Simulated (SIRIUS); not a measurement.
Runs of SIRIUS 7.12.0 on SiC (Moissanite). Symmetry: P6_3mc, No. 186, hexagonal system. The conventional cell has a = 3.076 Å, b = 3.076 Å, c = 5.048 Å, α = 90.00°, β = 90.00°, γ = 120.00°. Si (site symmetry 3m) is surrounded by 4 C at 1.87 to 1.94 Å. Around C (site symmetry 3m) lie 4 Si at 1.87 to 1.94 Å. 

| task | level | reference energy of the basis | start of the SCF | gap on the mesh (eV) | V0 of scaled cells (Å³/atom) | B0 (GPa) | largest force (eV/Å) |
| --- | --- | --- | --- | --- | --- | --- | --- |
| single point | PBEsol | 0.33 Ha | LDA density | 2.33 | - | - | 0.75 |
| equation of state | PBE | - | - | - | (a) | 213 | - |
| single point | PBE | 0.33 Ha | LDA density | 2.48 | - | - | 0.75 |
| equation of state | PBEsol | - | - | - | 10.35 | (b) | - |

Alike in all rows: potentials or basis all-electron FP-LAPW, apw+lo standard; no spin polarisation; cell as given; k mesh 10 × 10 × 5; cutoff (eV) 325; smearing fermi-dirac 0.05 eV.

Problem. Fill in the values left out.

Solution. (a) 10.52; (b) 222.

Caveats: an odd mesh through Γ misses points on the zone boundary, where band edges often lie (some runs); the cell was scaled at fixed shape and fractional positions, which overstates the stiffness of a crystal with free parameters, most of all of layers and chains (some runs).

Not every run made on this cell is shown here.
